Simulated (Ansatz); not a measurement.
## Fe: strain and displacement

```
Fe
1.0
     2.36784    0.00000    0.00000
     0.00000    2.36784    0.00000
     0.00000    0.00000    2.36784
Fe
1
Direct
  0.00000 0.00000 0.00000
```

Conventional cell: a = 2.368 Å, b = 2.368 Å, c = 2.368 Å, α = 90.00°, β = 90.00°, γ = 90.00°. Fe (atom 1) is surrounded by 6 Fe at 2.37 Å.

The cell was built from the sc type and relaxed in the same program, and has space group Pm-3m; it needn't be a known or the stable phase.

Other magnetic orders may lie lower; this is the state that the run reached.

All numbers below come from DFT, PBE, all-electron PAW with datasets made for the crystal, scalar-relativistic (Ansatz 0.2.0).

Settings: a Γ-centred 18×18×18 k mesh, Fermi–Dirac smearing of 0.03 eV, cutoff 340 eV (chosen by the program for this cell), spin-polarised from start moments Fe 3 μB.

The unchanged cell is at -0.13 GPa.

In a metal, stresses and small energies carry noise from the k mesh.

x, y and z are the Cartesian axes of the cell as listed; fractional coordinates follow a strain, and an engineering shear is twice the off-diagonal strain component.

With xy engineering shear strain of +1 %: energy change under 1 meV/atom; stress change (xx, yy, zz, yz, xz, xy) 0.01, 0.01, 0.00, 0.00, 0.00, 0.62 GPa, compression positive; moment 2.35 → 2.35 μB.

Question: With this change (z strained by -1.5 % at fixed volume), what becomes of the energy and stress and moment?

Answer: Energy change +6 meV/atom; stress change (xx, yy, zz, yz, xz, xy) -2.83, -2.83, 6.38, 0.00, 0.00, 0.00 GPa, compression positive; moment 2.35 → 2.36 μB.
